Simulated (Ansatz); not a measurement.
(100) slab cut from the bulk of AlAs, 15 Å of vacuum:

```
CELL_PARAMETERS angstrom
4.01255 0.00000 0.00000
0.00000 4.01255 0.00000
0.00000 0.00000 24.93054
ATOMIC_POSITIONS crystal
As 0.00000 0.50000 0.30084
Al 0.50000 0.50000 0.35774
As 0.50000 0.00000 0.41464
Al 0.00000 0.00000 0.47155
As 0.00000 0.50000 0.52845
Al 0.50000 0.50000 0.58536
As 0.50000 0.00000 0.64226
Al 0.00000 0.00000 0.69916
```

Theory: Ansatz 0.2.0, DFT PBEsol, scalar-relativistic, plane waves, PAW. Plane waves to 420 eV, a k mesh through Γ of 7×7×1 on the computed 8-atom cell and Gaussian smearing (0.05 eV); no spin polarisation. A dipole correction removes the field between periodic images along c.

This base run converges in 14 iterations with a largest force of 0.376 eV/Å and a work function of 4.71 eV on the top face.

One setting at a time is then changed, some of them on purpose to poor values; changes count from the base run, energies are extrapolated to zero smearing, γ keeps the base's bulk energy, atoms stay where they are, and risky runs are capped at 50 to 100 iterations.

Question: What does each change do? the slab thickened to 10 atoms (same faces, atoms at the bulk's places); isolated along c.

Answer:
```
                                                                 change outcome SCF iterations  ΔE (meV/atom)  Δγ (J/m²)  Δφ top (eV) largest force (eV/Å) largest change of a force (eV/Å)
the slab thickened to 10 atoms (same faces, atoms at the bulk's places) converged              14         -101.7     +0.018        +0.03                 0.308
                                                       isolated along c converged with warnings              14            0.0      0.000         0.00                 0.376                             0.000
```

Cost: 3 runs of about 5.3 core-minutes in all, on Intel Xeon Processor @ 2.50GHz (Skylake/Cascade Lake) (shared hosts).